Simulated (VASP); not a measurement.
ZnS (Wurtzite-4H): relaxation of cell and atoms with PBE

ZnS (Wurtzite-4H):

```
Zn S
1.0
     3.82270    0.00000    0.00000
    -1.91135    3.31056    0.00000
     0.00000    0.00000   12.52000
Zn S
4 4
Cartesian
  1.9114 1.1035 9.3900
  0.0000 2.2070 3.1300
  0.0000 0.0000 6.2600
  0.0000 0.0000 0.0000
  1.9114 1.1035 11.7375
  0.0000 2.2070 5.4775
  0.0000 0.0000 8.6075
  0.0000 0.0000 2.3475
```

```json
{
  "Program": "VASP 6.6.1",
  "Task": "relaxation of cell and atoms",
  "Functional": "PBE",
  "Potentials or basis": "VASP PAW PBE potentials, release 54 (Zn, S)",
  "Cutoff": "580 eV",
  "k mesh": "8 × 8 × 3",
  "Occupations": "fermi-dirac, width 0.05 eV",
  "Spin": "no spin polarisation",
  "Further INCAR settings": "ALGO = Normal; EDIFF = 1e-06; IBRION = 2; EDIFFG = -0.02; NSW = 40; ISIF = 3"
}
```

```
Relaxed volume                         : 20.21 Å³/atom
Relaxed cell                           : a = 3.850 Å, b = 3.850 Å, c = 12.600 Å, α = 90.00°, β = 90.00°, γ = 120.00°
Space group after relaxing (to 0.05 Å) : P6_3mc (No. 186)
Energy gained by relaxing              : 1.9 meV/atom
Ionic steps                            : 3
Pressure after relaxing                : 0.0 GPa
Largest force after relaxing           : 0.017 eV/Å
Band gap on the k mesh                 : 2.04 eV, direct
```

Forces on the atoms (eV/Å):
```
Zn   0.000  0.000  0.001
Zn   0.000  0.000  0.001
Zn   0.000  0.000  0.004
Zn   0.000  0.000  0.004
S    0.000  0.000  0.011
S    0.000  0.000  0.011
S    0.000  0.000 -0.017
S    0.000  0.000 -0.017
```

The path:
```tsv
step	energy change (eV)	largest force (eV/Å)	pressure (GPa)	volume (Å³)
1	0.0000	0.0438	1.52	158.44
2	-0.0134	0.0110	-0.42	162.79
3	-0.0149	0.0166	0.02	161.70
```

Final structure:
```
CELL_PARAMETERS angstrom
3.84955 0.00000 0.00000
-1.92478 3.33381 0.00000
0.00000 0.00000 12.59964
ATOMIC_POSITIONS crystal
Zn 0.66667 0.33333 0.75002
Zn 0.33333 0.66667 0.25002
Zn 0.00000 0.00000 0.50007
Zn 0.00000 0.00000 0.00007
S 0.66667 0.33333 0.93754
S 0.33333 0.66667 0.43754
S 0.00000 0.00000 0.68737
S 0.00000 0.00000 0.18737
```

Levels at points of the mesh, in eV from the valence-band top:
```tsv
k point	band 33	band 34	band 35	band 36	band 37	band 38	band 39	band 40
(0.00, 0.00, 0.00)	-0.44	-0.04	0.00	0.00	2.04	3.15	3.33	3.56
(0.50, 0.00, 0.00)	-1.53	-1.52	-1.06	-0.84	3.30	3.38	3.77	4.35
```

Wall time 3.7 min on 1 thread of AMD EPYC 9R45 (Zen 5) (shared host), peak memory 0.33 GiB.

Caveat: an odd mesh through Γ misses points on the zone boundary, where band edges often lie. A hybrid or GW would open this gap; PBE tends to underestimate it.
